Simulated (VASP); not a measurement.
HgSe (zincblende): a LDA single-point calculation in VASP

INCAR

```
ISIF = 2
LWAVE = .FALSE.
IBRION = -1
ENCUT = 520
GGA = CA
EDIFF = 1E-7
NSW = 0
LCHARG = .FALSE.
ISMEAR = -1
NBANDS = 16
SIGMA = 0.02
LREAL = .FALSE.
PREC = Accurate
NELM = 120
LASPH = .TRUE.
```

KPOINTS

```
KPOINTS created by Atomic Simulation Environment
0
Gamma
8 8 8
0 0 0
```

KPOINTS_OPT

```
special points
6
Reciprocal
0.0000000000 0.0000000000 0.0000000000 1
0.5000000000 0.0000000000 0.5000000000 1
0.5000000000 0.2500000000 0.7500000000 1
0.3750000000 0.3750000000 0.7500000000 1
0.5000000000 0.5000000000 0.5000000000 1
0.6250000000 0.2500000000 0.6250000000 1
```

POSCAR

```
Hg Se
 1.0000000000000000
    -0.0000000000000000    3.0926650950901058    3.0926650950901058
     3.0926650950901058    0.0000000000000000    3.0926650950901058
     3.0926650950901058    3.0926650950901058    0.0000000000000000
 Hg  Se
   1   1
Cartesian
  0.0000000000000000  0.0000000000000000 -0.0000000000000000
  1.5463325475450529  1.5463325475450529  1.5463325475450529
```

VASP ran with the recommended LDA PAW datasets (18 valence electrons in the cell).

Command

```
mpirun -np 1 vasp_std
```

From OUTCAR

```
k-points           NKPTS =     29   k-points in BZ     NKDIM =     29   number of bands    NBANDS=     16

   NELECT =      18.0000    total number of electrons

   dimension x,y,z NGX =    36 NGY =   36 NGZ =   36
   dimension x,y,z NGXF=    72 NGYF=   72 NGZF=   72

  energy-cutoff  :      520.00
  volume of cell :       59.16
      direct lattice vectors                 reciprocal lattice vectors
     0.000000000  3.092665095  3.092665095    -0.161672856  0.161672856  0.161672856
     3.092665095  0.000000000  3.092665095     0.161672856 -0.161672856  0.161672856
     3.092665095  3.092665095  0.000000000     0.161672856  0.161672856 -0.161672856

 k-points in reciprocal lattice and weights: KPOINTS created by Atomic Simulation Env
   0.00000000  0.00000000  0.00000000       0.002
   0.12500000  0.00000000  0.00000000       0.016
   0.25000000  0.00000000  0.00000000       0.016
   0.37500000  0.00000000  0.00000000       0.016
   0.50000000  0.00000000  0.00000000       0.008
   0.12500000  0.12500000  0.00000000       0.012
   0.25000000  0.12500000  0.00000000       0.047
   0.37500000  0.12500000  0.00000000       0.047
   ...

 E-fermi :   1.1494

 k-point     1 :       0.0000    0.0000    0.0000
  band No.  band energies     occupation
      1     -12.0218      2.00000
      2      -5.7740      2.00000
      3      -5.7740      2.00000
      4      -5.7740      2.00000
      5      -5.1105      2.00000
      6      -5.1105      2.00000
      7      -0.0350      2.00000
      8       1.1353      1.33709
      9       1.1353      1.33708
     10       1.1353      1.33708
     11       6.5801      0.00000
     12       6.5801      0.00000
     13       6.5801      0.00000
     14       9.2605      0.00000
     15      12.3353      0.00000
     16      12.3353      0.00000

 k-point     2 :       0.1250    0.0000    0.0000
  band No.  band energies     occupation
      1     -11.9620      2.00000
      2      -5.7464      2.00000
      3      -5.7464      2.00000
      4      -5.7457      2.00000
      5      -5.1125      2.00000
      6      -5.1125      2.00000
      7      -0.8050      2.00000
      8       0.9899      1.99931
      9       0.9899      1.99931
     10       1.6442      0.00000
     11       6.1933      0.00000
     12       6.7838      0.00000
     13       6.7838      0.00000
     14      10.2631      0.00000
     15      11.4451      0.00000
     16      11.4451      0.00000

 k-point     3 :       0.2500    0.0000    0.0000
  band No.  band energies     occupation
      1     -11.8134      2.00000
      2      -5.6853      2.00000
      3      -5.6853      2.00000
      4      -5.6095      2.00000
      5      -5.1080      2.00000
      6      -5.1080      2.00000
      7      -2.0791      2.00000
      8       0.6649      2.00000
      9       0.6649      2.00000
     10       2.0657      0.00000
     11       6.3211      0.00000
     12       7.1467      0.00000
     13       7.1467      0.00000
     14      10.4216      0.00000
     15      11.1503      0.00000
     16      11.1503      0.00000

 k-point     4 :       0.3750    0.0000    0.0000
  band No.  band energies     occupation
      1     -11.6589      2.00000
      2      -5.6357      2.00000
      3      -5.6357      2.00000
      4      -5.2593      2.00000
      5      -5.0854      2.00000
      6      -5.0854      2.00000
      7      -3.3343      2.00000
      8       0.3646      2.00000
      9       0.3646      2.00000
     10       2.1247      0.00000
     11       7.2285      0.00000
     12       7.2948      0.00000
     13       7.2948      0.00000
     14      10.0614      0.00000
     15      11.8457      0.00000
     16      11.8457      0.00000

 k-point     5 :       0.5000    0.0000    0.0000
  band No.  band energies     occupation
      1     -11.5932      2.00000
      2      -5.6196      2.00000
      3      -5.6196      2.00000
      4      -5.0694      2.00000
      5      -5.0694      2.00000
      6      -4.8295      2.00000
      7      -4.1069      2.00000
      8       0.2450      2.00000
      9       0.2450      2.00000
     10       2.1066      0.00000
     11       7.2990      0.00000
     12       7.2990      0.00000
     13       7.8075      0.00000
     14      10.0793      0.00000
     15      12.7713      0.00000
     16      12.7713      0.00000

 k-point     6 :       0.1250    0.1250    0.0000
  band No.  band energies     occupation
      1     -11.9420      2.00000
      2      -5.7704      2.00000
      3      -5.7199      2.00000
      4      -5.7199      2.00000
      5      -5.1317      2.00000
      6      -5.0960      2.00000
      7      -0.8843      2.00000
      8       0.7575      2.00000
      9       0.7575      2.00000
     10       2.0619      0.00000
     11       5.7013      0.00000
     12       7.0617      0.00000
     13       7.0617      0.00000
     14      10.2115      0.00000
     15      10.7638      0.00000
     16      12.3931      0.00000

 k-point     7 :       0.2500    0.1250    0.0000
  band No.  band energies     occupation
      1     -11.8228      2.00000
      2      -5.7241      2.00000
      3      -5.6543      2.00000
      4      -5.6333      2.00000
      5      -5.1413      2.00000
      6      -5.0825      2.00000
      7      -1.7859      2.00000
      8       0.3905      2.00000
      9       0.3913      2.00000
     10       2.6262      0.00000
     11       5.4894      0.00000
     12       7.3345      0.00000
     13       7.5306      0.00000
     14       9.8301      0.00000
     15      11.6903      0.00000
     16      12.0503      0.00000

 k-point     8 :       0.3750    0.1250    0.0000
  band No.  band energies     occupation
      1     -11.6694      2.00000
      2      -5.6478      2.00000
      3      -5.5969      2.00000
      4      -5.4042      2.00000
      5      -5.1028      2.00000
      6      -5.0663      2.00000
      7      -2.9462      2.00000
      8      -0.0478      2.00000
      9       0.1073      2.00000
     10       2.8452      0.00000
     11       6.1317      0.00000
     12       7.3230      0.00000
     13       7.7440      0.00000
     14      10.4030      0.00000
     15      11.5736      0.00000
     16      12.4066      0.00000

 k-point     9 :       0.5000    0.1250    0.0000
  band No.  band energies     occupation
      1     -11.5732      2.00000
      2      -5.6112      2.00000
      3      -5.5776      2.00000
      4      -5.1398      2.00000
      5      -5.0656      2.00000
      6      -4.8665      2.00000
      7      -3.9077      2.00000
      8      -0.3809      2.00000
      9       0.0471      2.00000
     10       2.8438      0.00000
     11       6.6337      0.00000
     12       7.6640      0.00000
     13       7.7667      0.00000
     14      10.7264      0.00000
     15      11.9759      0.00000
     16      12.8571      0.00000

 k-point    10 :      -0.3750    0.1250    0.0000
  band No.  band energies     occupation
      1     -11.5951      2.00000
      2      -5.6066      2.00000
      3      -5.5959      2.00000
      4      -5.1484      2.00000
      5      -5.0978      2.00000
      6      -4.9900      2.00000
      7      -3.6435      2.00000
      8      -0.4680      2.00000
      9       0.2419      2.00000
     10       2.8270      0.00000
     11       6.8148      0.00000
     12       7.4626      0.00000
     13       7.5212      0.00000
     14      10.9748      0.00000
     15      11.5613      0.00000
     16      12.5022      0.00000

 k-point    11 :      -0.2500    0.1250    0.0000
  band No.  band energies     occupation
      1     -11.7210      2.00000
      2      -5.6490      2.00000
      3      -5.6351      2.00000
      4      -5.4951      2.00000
      5      -5.1299      2.00000
      6      -5.0693      2.00000
      7      -2.5703      2.00000
      8      -0.2322      2.00000
      9       0.5966      2.00000
     10       2.7259      0.00000
     11       6.3585      0.00000
     12       7.1013      0.00000
     13       7.3030      0.00000
     14      10.6091      0.00000
     15      11.2053      0.00000
     16      12.2465      0.00000

 k-point    12 :      -0.1250    0.1250    0.0000
  band No.  band energies     occupation
      1     -11.8724      2.00000
      2      -5.7147      2.00000
      3      -5.7073      2.00000
      4      -5.6747      2.00000
      5      -5.1305      2.00000
      6      -5.0949      2.00000
      7      -1.4989      2.00000
      8       0.3441      2.00000
      9       0.9173      1.99998
     10       2.2578      0.00000
     11       5.9315      0.00000
     12       6.9434      0.00000
     13       7.1648      0.00000
     14      10.6239      0.00000
     15      11.1453      0.00000
     16      11.3549      0.00000

 ...

  Total       -0.9600897     -0.9600897     -0.9600897      0.0000000      0.0000000      0.0000000
  in kB      -26.0012205    -26.0012205    -26.0012205      0.0000000      0.0000000      0.0000000
  external PRESSURE =     -26.0012205 kB  Pullay stress =       0.0000000 kB

 POSITION                                       TOTAL-FORCE (eV/Angst)
 -----------------------------------------------------------------------------------
      0.00000      0.00000      0.00000        -0.000000     -0.000000      0.000000
      1.54633      1.54633      1.54633         0.000000      0.000000     -0.000000
 -----------------------------------------------------------------------------------
    total drift:                               -0.000000     -0.000000     -0.000000

  FREE ENERGIE OF THE ION-ELECTRON SYSTEM (eV)
  ---------------------------------------------------
  free  energy   TOTEN  =        -5.4685171294 eV

  energy  without entropy=       -5.4683642790  energy(sigma->0) =       -5.46844070
```

| Property | Result |
| --- | --- |
| gap between bands v and c | 0.00 eV |
| least direct gap | 0.00 eV |
| pressure | -2.6 GPa |

Band v is the last that the valence electrons fill when counted band by band, and c is the next.

The run took about 12 s on one core of a shared host (Intel Xeon 6975P-C) and held 0.19 GiB at most.
